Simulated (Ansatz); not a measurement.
**TiSe2: levels along high-symmetry lines**

```
Ti Se
1.0
     3.53600    0.00000    0.00000
    -1.76800    3.06227    0.00000
     0.00000    0.00000    6.00400
Ti Se
1 2
Direct
  0.00000 0.00000 0.00000
  0.33333 0.66667 0.25520
  0.66667 0.33333 0.74480
```

Atom numbers follow the list: Ti1, Se2, Se3.

The cell is COD entry 1548816, which may be a prediction rather than a measurement; nothing was relaxed.

Level of theory: Ansatz 0.2.0, DFT, PBE, all-electron LAPW, scalar-relativistic.

Numerical set-up: a Γ-centred 12×12×6 k mesh, Fermi–Dirac smearing of 0.08 eV, basis error target 1 meV/atom, no spin polarisation.

Points in fractions of the reciprocal vectors of this cell: Γ (0, 0, 0), M (0.5, 0, 0), K (0.333, 0.333, 0), A (0, 0, 0.5), L (0.5, 0, 0.5), H (0.333, 0.333, 0.5). The path joins them by straight lines in the order Γ–M–K–Γ–A–L–H–A–L; legs that retrace an earlier one aren't tabulated. Energies are in eV from the Fermi level.

**Question.** Metal or insulator at this level of theory?

**Answer.** No gap opens: metallic or semimetallic.

**Question.** Tabulate bands 27 to 33, counted from the lowest band of the run, along the path.

**Answer.** 
| k (1/Å) | point | band 27 | band 28 | band 29 | band 30 | band 31 | band 32 | band 33 |
| --- | --- | --- | --- | --- | --- | --- | --- | --- |
| 0.00 | Γ | -2.30 | 0.20 | 0.48 | 0.48 | 0.49 | 0.49 | 0.67 |
| 0.26 |  | -2.25 | -0.98 | -0.32 | 0.09 | 0.52 | 1.09 | 1.15 |
| 0.51 |  | -2.78 | -2.18 | -0.97 | -0.74 | 0.34 | 1.38 | 1.42 |
| 0.77 |  | -3.56 | -2.22 | -1.81 | -1.29 | 0.18 | 1.38 | 1.70 |
| 1.03 | M | -2.74 | -2.69 | -2.27 | -1.37 | 0.11 | 1.37 | 1.76 |
| 1.17 |  | -2.74 | -2.71 | -2.22 | -1.84 | 0.44 | 1.38 | 1.74 |
| 1.32 |  | -2.80 | -2.79 | -2.52 | -2.18 | 0.87 | 1.44 | 1.69 |
| 1.47 |  | -3.51 | -2.72 | -2.52 | -2.26 | 1.08 | 1.55 | 1.66 |
| 1.62 | K | -3.93 | -2.56 | -2.56 | -2.36 | 1.12 | 1.65 | 1.65 |
| 1.91 |  | -3.22 | -3.04 | -2.49 | -1.77 | 0.95 | 1.56 | 1.65 |
| 2.21 |  | -3.15 | -2.33 | -1.80 | -0.83 | 0.60 | 1.51 | 1.56 |
| 2.51 |  | -2.26 | -1.18 | -0.62 | 0.04 | 0.58 | 1.18 | 1.18 |
| 2.80 | Γ | -2.30 | 0.20 | 0.48 | 0.48 | 0.49 | 0.49 | 0.67 |
| 2.93 |  | -2.29 | -0.31 | 0.45 | 0.45 | 0.48 | 0.48 | 0.92 |
| 3.06 |  | -2.27 | -1.15 | 0.38 | 0.38 | 0.47 | 0.47 | 1.12 |
| 3.20 |  | -2.25 | -2.03 | 0.30 | 0.30 | 0.47 | 0.47 | 1.22 |
| 3.33 | A | -2.24 | -2.24 | 0.27 | 0.27 | 0.46 | 0.46 | 1.24 |
| 3.58 |  | -2.21 | -1.63 | -1.09 | -0.42 | 0.60 | 1.12 | 1.73 |
| 3.84 |  | -2.46 | -2.22 | -1.38 | -0.92 | 0.36 | 1.48 | 1.79 |
| 4.10 |  | -2.55 | -2.38 | -1.41 | -1.00 | 0.04 | 1.44 | 1.73 |
| 4.35 | L | -2.69 | -2.48 | -1.19 | -0.97 | -0.14 | 1.37 | 1.73 |
| 4.50 |  | -2.69 | -2.56 | -1.42 | -1.30 | 0.15 | 1.39 | 1.69 |
| 4.65 |  | -2.82 | -2.77 | -2.02 | -1.58 | 0.54 | 1.42 | 1.57 |
| 4.80 |  | -3.36 | -3.00 | -2.14 | -1.88 | 0.89 | 1.38 | 1.40 |
| 4.94 | H | -3.78 | -3.11 | -2.06 | -2.06 | 1.13 | 1.28 | 1.28 |
| 5.24 |  | -2.88 | -2.71 | -2.10 | -1.86 | 0.94 | 1.13 | 1.57 |
| 5.54 |  | -2.51 | -2.09 | -1.85 | -1.35 | 0.79 | 1.14 | 1.87 |
| 5.83 |  | -2.23 | -1.54 | -1.24 | -0.70 | 0.71 | 1.14 | 1.81 |
| 6.13 | A | -2.24 | -2.24 | 0.27 | 0.27 | 0.46 | 0.46 | 1.24 |
